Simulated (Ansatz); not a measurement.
**BP (F-43m): volume and gaps against pressure**

```yaml
crystal:
  lattice:
    - [2.24538, 2.24538, 0.00000]
    - [-2.24538, 2.24538, 0.00000]
    - [0.00000, 2.24538, 2.24538]
  atoms:
    - { symbol: B, position: [0.00000, 0.00000, 0.00000] }
    - { symbol: P, position: [0.75000, 0.25000, 0.50000] }
```

This is the zero-pressure cell under LDA. Cell and atoms are relaxed by PAW (default files of Ansatz 0.2.0, cutoff 420 eV, stress met within about 0.05 GPa) at each pressure, in this structure whether or not another phase would take over; P is the pressure reached, less that of this cell. Levels come from LDA, all-electron LAPW in Ansatz 0.2.0, scalar-relativistic; k mesh 8×8×8, fixed occupations, basis error target 0.5 meV/atom. Conduction levels are in eV over the valence top (at Γ), at fixed fractional wave vectors («min» is a refined band extremum of the unstrained crystal off the named points). Zone-centre phonons come from finite displacements by PAW, without the LO-TO term.

```csv
P (GPa),V/V₀,min,X,Γ,L,T2 TO (cm⁻¹)
-1.93,1.0114,1.160,1.268,3.409,3.886,811.5
0.00,1.0000,1.146,1.247,3.427,3.955,820.8
2.03,?,?,?,?,?,?
4.01,0.9784,1.118,1.206,3.465,4.090,839.0
7.04,0.9634,1.099,1.177,3.493,4.187,852.1
10.04,0.9495,1.080,1.149,3.520,4.278,864.5
15.04,0.9283,1.051,1.104,3.565,4.423,884.2
```

Task: Fit the third-order Birch-Murnaghan equation to the rows shown.

Result: With f = [(V₀/V)^(2/3) − 1]/2, the normalised pressure F = P/[3f(1 + 2f)^(5/2)] is 174.0 GPa at f = -0.0038, 175.9 GPa at f = 0.0073, 175.3 GPa at f = 0.0126, 174.8 GPa at f = 0.0176, 174.1 GPa at f = 0.0254. The line F = B₀[1 + (3/2)(B′ − 4)f] gives B₀ = 174.9 GPa and B′ = 4.0.

Task: What are the volume deformation potentials and pressure coefficients of these levels at zero pressure?

Result: 

```
level  dE/dlnV (eV)  dE/dP = −(dE/dlnV)/B₀ (meV/GPa)  mean slope up to 4.0 GPa (meV/GPa)
  min          1.25                             -7.1                                -6.8
    X          1.84                            -10.5                               -10.1
    Γ         -1.67                              9.5                                 9.4
    L         -6.14                             35.1                                33.6
```

dE/dlnV is the slope of a cubic fit in ln V at V₀. The last column is read from two rows and shows how the slope bends with pressure.

Task: What mode Grüneisen parameters follow?

Result: γ = −d ln ω/d ln V at V₀ from a quadratic fit in ln V: T2 1.01.

Task: What belongs in the row at 2.03 GPa?

Result: The fits give V/V₀ = 0.9887 and min = 1.132 eV. Computed: V/V₀ = 0.9888, min = 1.132, X = 1.226, Γ = 3.446, L = 4.024, T2 TO (cm⁻¹) = 830.1.

Keep in mind: no other phase was computed; many crystals of this kind change structure within this range, and rows or crossings beyond such a change describe a metastable lattice; the frozen-core PAW files of the relaxations were fitted under PBE, their cores solved anew for this functional; semilocal gaps are low, and the spacing of valleys can be off by tenths of an eV; levels are read at fixed fractional k, so an edge that moves off these points is missed.
